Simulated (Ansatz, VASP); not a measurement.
# GaSb in two plane-wave programs, part 2 of 2

Wanted: the spread between two codes on one cell, functional and k mesh. The structure shown is the start of the Ansatz relaxation below; VASP solves that cell, so the two are compared at the walk's first step.

VASP 6.6.1 and Ansatz 0.2.0.

So far. Step 4 (Differences): The forces differ by 3.9 meV/Å r.m.s., which is 5.2 % of the r.m.s. force of 0.075 eV/Å (both taken over all components).

**7. VASP: single point, LDA, start cell, pair 2**

Level of this step: LDA; plane waves and PAW (Ga_d, Sb) (VASP).

The same cell, functional (in two slightly different forms), mesh and smearing now go to VASP, with its own data sets.

The input, INCAR:

```
SYSTEM = GaSb
PREC = Accurate
ENCUT = 400
EDIFF = 1E-06
NELM = 120
ISMEAR = 1
SIGMA = 0.2
LREAL = .FALSE.
ALGO = Normal
GGA = CA
NBANDS = 15
LORBIT = 11
LWAVE = .FALSE.
LCHARG = .FALSE.
ISIF = 2
LASPH = .TRUE.
GGA_COMPAT = .FALSE.
EFERMI = MIDGAP
KPAR = 2
```

The input, POSCAR:

```
GaSb
1.0
    0.0805100000      3.0141450000      3.0141450000
    3.0141450000      0.0805100000      3.0141450000
    3.0141450000      3.0141450000      0.0805100000
Ga Sb
1 1
Direct
    0.9984748232      0.9984748232      0.9984748232
    0.7515251768      0.7515251768      0.7515251768
```

The input, KPOINTS:

```
Automatic mesh
0
Gamma
12 12 12
0 0 0
```

The projector-augmented-wave data sets are Ga_d and Sb (LDA family, release 64).

The run is started by

```console
$ mpirun -np 2 vasp_std
```

Numbers of over 12 decimals in the logs are rounded to 6 here.

Log:

```text
[... set-up lines as in an earlier step ...]
 entering main loop
       N       E                     dE             d eps       ncg     rms          rms(c)
DAV:   1     0.751804742450E+02    0.75180E+02   -0.77059E+03  5726   0.131E+03
DAV:   2    -0.309567607955E+01   -0.78276E+02   -0.75766E+02  6601   0.276E+02
DAV:   3    -0.867407254013E+01   -0.55784E+01   -0.55655E+01  6790   0.644E+01
DAV:   4    -0.876813468322E+01   -0.94062E-01   -0.94072E-01  7072   0.946E+00
[...]
DAV:  10    -0.862539172325E+01    0.80791E-05   -0.23250E-05  7311   0.401E-02    0.130E-02
DAV:  11    -0.862539419561E+01   -0.24724E-05   -0.42032E-06  6748   0.182E-02    0.544E-03
DAV:  12    -0.862539416200E+01    0.33611E-07   -0.19308E-07  4277   0.339E-03
   1 F= -.86253942E+01 E0= -.86255298E+01  d E =0.406875E-03
```

Parts of OUTCAR (step 7):

```text
  Total        1.0939617      1.0939617      1.0939617     -0.4749920     -0.4749920     -0.4749920
  in kB       33.3383900     33.3383900     33.3383900    -14.4753425    -14.4753425    -14.4753425
  external PRESSURE =      33.3383900 kB  Pullay stress =       0.0000000 kB

 POSITION                                       TOTAL-FORCE (eV/Angst)
 -----------------------------------------------------------------------------------
      6.09948      6.09948      6.09948        -0.066980     -0.066980     -0.066980
      4.59092      4.59092      4.59092         0.066980      0.066980      0.066980
 -----------------------------------------------------------------------------------
    total drift:                                0.000278      0.000278      0.000277

  FREE ENERGIE OF THE ION-ELECTRON SYSTEM (eV)
  ---------------------------------------------------
  free  energy   TOTEN  =        -8.6253941620 eV

  energy  without entropy=       -8.6258010368  energy(sigma->0) =       -8.62552979

[... 1 part as in an earlier step ...]

[... 2 further parts left out ...]
[key lines of the parts left out:]
E-fermi :   5.7997
```

The run ends at a pressure of 3.33 GPa, with forces up to 0.12 eV/Å.

**8. Differences**

What differs besides the data sets and the points named for the pairs above, as far as they apply: the data sets hold 28 valence electrons in Ansatz (on its PAW soft_1 files) and 18 in VASP. Total energies have different zeros and are not compared.

Forces (eV/Å; atoms numbered as in POSCAR):

| atom | Ansatz x, y, z | VASP x, y, z |
| --- | --- | --- |
| Ga1 | -0.064, -0.064, -0.064 | -0.067, -0.067, -0.067 |
| Sb2 | 0.064, 0.064, 0.064 | 0.067, 0.067, 0.067 |

The forces differ by 2.8 meV/Å r.m.s., which is 4.2 % of the r.m.s. force of 0.067 eV/Å (both taken over all components).

**9. Further runs**

Further runs change the set-up of one program: Ansatz's method, potentials or start, or VASP's data sets, cutoff or form of LDA. The table gives that difference for each run.

| run | r.m.s. force difference (meV/Å) |
| --- | --- |
| as above | 2.8 |
| VASP with a cutoff of 500 eV (perhaps on Ansatz's relaxed cell) | 2.1 |

**10. Ansatz: relaxation, LDA**

The two programs are compared at the cell with which this relaxation starts, whose forces are those of its first step. The cell compared in this pair holds 53.40 Å³, against 52.57 Å³ for the pair before.

The structure compared here is the start of the Ansatz relaxation; VASP solves that cell, so the two are compared at the walk's first step.

The input, input.yaml:

```yaml
crystal:
  lattice:
    - [0.050255859, 3.0141346729, 3.0141346729]
    - [3.0141346729, 0.050255859, 3.0141346729]
    - [3.0141346729, 3.0141346729, 0.050255859]
  atoms:
    - { symbol: Ga, position: [-0.0007540222, -0.0007540222, -0.0007540222] }
    - { symbol: Sb, position: [0.7507540222, 0.7507540222, 0.7507540222] }
  conventional_axes: [[-1, 1, 0], [0, -1, 1], [1, 1, 1]]
kpoints:
  mp_grid: { grid: [12, 12, 12] }
hamiltonian:
  xc: lda
  pseudopotentials: { kind: paw, azcp: { folder: soft_1 }, xc_functional: pbe }
scf:
  occupations: { method: methfessel_paxton, width: 0.2 }
output:
  forces: true
  stress: true
  eigenvalues: true
relax:
  adjacent_minimum: "off"
  f_tol: 0.001
  max_steps: 60
  cell: { stress_tol: 0.01, fix: [a, b, gamma] }
```

The run is started by

```console
$ ansatz run input.yaml --threads 4 --pin off --max-ram 10240MiB --backend cpu --events-out ev --progress --plain --runs-dir out
```

Log:

```text
[...]
Crystal: 2 atoms, lattice volume = 53.397 Å³
Basis set: ecut = 420 eV, 1013 PW (Γ)
Bands: 18, of which v1, the nominal top of the filled ones, is band 14 counted from 1 (13 counted from 0)
Symmetry: 6 space group operations
[...]
k-points: 189 of 1728 (time reversal used)
[...]
k-point 188: bands = [... 10 lower, -1.9613, 1.5895, 7.2684, 7.2684, 9.0919, 12.2556, 12.2556, 14.8299]
--- Relaxed structure (3 steps of the walk, 3 accepted, 1 SCFs on fresh bases) ---
[...]
cell:  # Å, volume = 53.6632 Å³
    - [0.060348, 3.024226, 3.024226]
    - [3.024226, 0.060348, 3.024226]
    - [3.024226, 3.024226, 0.060348]
  atoms:
    - { symbol: Ga, position: [-0.00152515, -0.00152515, -0.00152515] }
    - { symbol: Sb, position: [0.751525, 0.751525, 0.751525] }
[key lines of the parts left out:]
SCF converged after 6 iterations
Free energy (F): -10043.103553 eV
Fermi energy:    8.533153 eV
P = ⅓ Tr σ = 1.8313 GPa (18.313 kbar)
```

**11. VASP: single point, LDA, start cell, pair 3**

The same cell, functional (in two slightly different forms), mesh and smearing now go to VASP, with its own data sets.

INCAR is that of step 7.

The input, POSCAR:

```
GaSb
1.0
    0.0502560000      3.0141350000      3.0141350000
    3.0141350000      0.0502560000      3.0141350000
    3.0141350000      3.0141350000      0.0502560000
Ga Sb
1 1
Direct
    0.9992460343      0.9992460343      0.9992460343
    0.7507538834      0.7507538834      0.7507538834
```

KPOINTS is that of step 7.

The run is started by

```console
$ mpirun -np 2 vasp_std
```

Log:

```text
[... set-up lines as in an earlier step ...]
 entering main loop
       N       E                     dE             d eps       ncg     rms          rms(c)
DAV:   1     0.753082345180E+02    0.75308E+02   -0.76834E+03  5758   0.130E+03
DAV:   2    -0.303327897392E+01   -0.78342E+02   -0.75986E+02  6692   0.276E+02
DAV:   3    -0.869020149827E+01   -0.56569E+01   -0.56454E+01  6790   0.644E+01
DAV:   4    -0.878777430778E+01   -0.97573E-01   -0.97560E-01  7072   0.959E+00
[...]
DAV:  10    -0.865077235385E+01    0.79431E-05   -0.20130E-05  7367   0.389E-02    0.139E-02
DAV:  11    -0.865077457532E+01   -0.22215E-05   -0.43202E-06  6615   0.188E-02    0.547E-03
DAV:  12    -0.865077453870E+01    0.36619E-07   -0.20304E-07  4172   0.341E-03
   1 F= -.86507745E+01 E0= -.86509285E+01  d E =0.461934E-03
```

From OUTCAR (step 11):

```text
  Total        0.7473926      0.7473926      0.7473926     -0.3087896     -0.3087896     -0.3087896
  in kB       22.4253969     22.4253969     22.4253969     -9.2651830     -9.2651830     -9.2651830
  external PRESSURE =      22.4253969 kB  Pullay stress =       0.0000000 kB

 POSITION                                       TOTAL-FORCE (eV/Angst)
 -----------------------------------------------------------------------------------
      6.07394      6.07394      6.07394        -0.059816     -0.059816     -0.059816
      4.56348      4.56348      4.56348         0.059816      0.059816      0.059816
 -----------------------------------------------------------------------------------
    total drift:                                0.000031      0.000031      0.000031

  FREE ENERGIE OF THE ION-ELECTRON SYSTEM (eV)
  ---------------------------------------------------
  free  energy   TOTEN  =        -8.6507745387 eV

  energy  without entropy=       -8.6512364729  energy(sigma->0) =       -8.65092852

[... 1 part as in an earlier step ...]

[... 2 further parts left out ...]
[key lines of the parts left out:]
E-fermi :   5.5513
```

The run ends at a pressure of 2.24 GPa, with forces up to 0.10 eV/Å.

**12. Side by side**

What differs besides the data sets and the points named for the pairs above, as far as they apply: the data sets hold 28 valence electrons in Ansatz (on its PAW soft_1 files) and 18 in VASP. Total energies have different zeros and are not compared.

Forces (eV/Å; atoms numbered as in POSCAR):

| atom | Ansatz x, y, z | VASP x, y, z |
| --- | --- | --- |
| Ga1 | -0.058, -0.058, -0.058 | -0.060, -0.060, -0.060 |
| Sb2 | 0.058, 0.058, 0.058 | 0.060, 0.060, 0.060 |

The forces differ by 2.2 meV/Å r.m.s., which is 3.7 % of the r.m.s. force of 0.060 eV/Å (both taken over all components).

**13. Other set-ups**

Further runs change the set-up of one program: Ansatz's method, potentials or start, or VASP's data sets, cutoff or form of LDA. The table gives that difference for each run.

| run | r.m.s. force difference (meV/Å) |
| --- | --- |
| as above | 2.2 |
| VASP with a cutoff of 500 eV (perhaps on Ansatz's relaxed cell) | 1.2 |

**14. What came out**

- r.m.s. force difference (single point, LDA, start cell, pair 1): 3.9 meV/Å
- r.m.s. force difference (single point, LDA, start cell, pair 2): 2.8 meV/Å
- r.m.s. force difference (single point, LDA, start cell, pair 3): 2.2 meV/Å

The r.m.s. force difference is 3.9 meV/Å (single point, LDA, start cell, pair 1), within the 12 meV/Å picked in this series as the mark of a large difference. The data sets hold unlike numbers of valence electrons (28 in Ansatz and 18 in VASP), so part of the differences comes from the potentials. Single point, LDA, start cell, pair 1, VASP with a cutoff of 500 eV (perhaps on Ansatz's relaxed cell): r.m.s. force difference goes from 3.9 to 2.9 meV/Å. Single point, LDA, start cell, pair 3, VASP with a cutoff of 500 eV (perhaps on Ansatz's relaxed cell): r.m.s. force difference goes from 2.2 to 1.2 meV/Å. 9 further runs of this series are not shown here. Such differences can come from data sets, numerical settings and the points named under the comparisons, not from the functional's error against experiment.

[Lines on the potential files, build, host, timing and source positions are cut from VASP's logs without a mark.]

[Logs are printed without paths, hosts, clocks, repeated set-up lines and the standing remarks that a program may print on its own settings, such as how far it seeks lower states.]

[Hosts, paths, dates, database ids (printed as entryN), source tags and the programs' standing remarks are cut or masked in the printed files.]

[Rows of further runs with another cutoff or data set may stand on the cell that Ansatz relaxed, not on the start cell of the pair above them.]
